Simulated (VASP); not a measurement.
Here is a VASP 6.6.1 calculation.

The input INCAR:

```
PREC = Accurate
ENCUT = 520
EDIFF = 1E-6
ISMEAR = 0
SIGMA = 0.05
LREAL = False
LASPH = True
NELM = 150
ALGO = Normal
ISIF = 2
LWAVE = False
LCHARG = False
ISPIN = 2
MAGMOM = 0 0 0 0 0 0
LORBIT = 11
LMAXMIX = 4
LDAU = True
LDAUTYPE = 1
LDAUL = 2 -1
LDAUU = 4 0
LDAUJ = 0.9 0
LDAUPRINT = 1
GGA = PE
NBANDS = 39
```

The input KPOINTS:

```
Automatic mesh
0
Gamma
  7 7 4
```

Contents of POSCAR:

```
MoS2
1.0
    1.5814998900      0.9130793900      6.1233282100
   -1.5814998900      0.9130793900      6.1233282100
    0.0000000000     -3.6523175600     12.2466564200
Mo S
2 4
Direct
    0.0000000000      0.0000000000      0.0000000000
    0.0000000000      0.0000000000      0.5000000000
    0.7484000000      0.7484000000      0.3742000000
    0.5849000000      0.5849000000      0.2924500000
    0.7484000000      0.7484000000      0.8742000000
    0.5849000000      0.5849000000      0.7924500000
```

Potentials or basis: VASP PAW PBE potentials, release 64 (Mo_sv, S).

Launch:

```bash
$ cat potpaw_PBE.64/Mo_sv/POTCAR potpaw_PBE.64/S/POTCAR > POTCAR
$ mpirun -np 1 vasp_std > vasp.out
```

Question: What does it give for the band gap on the k mesh?

Answer: 0.85 eV.

Question: Estimate the net moment.

Answer: 0.00 μB per cell.

Question: Estimate the largest force.

Answer: 1.489 eV/Å.

Stress tensor (GPa, compression positive):
```
 8.61  0.00  0.00
 0.00  8.62  0.00
 0.00  0.00 15.74
```

Caveat: an odd mesh through Γ misses points on the zone boundary, where band edges often lie; forces of over 1 eV/Å show positions far from the minimum, so gaps and moduli don't describe the material at rest. The state reached can hang on the start; a lower one may exist.
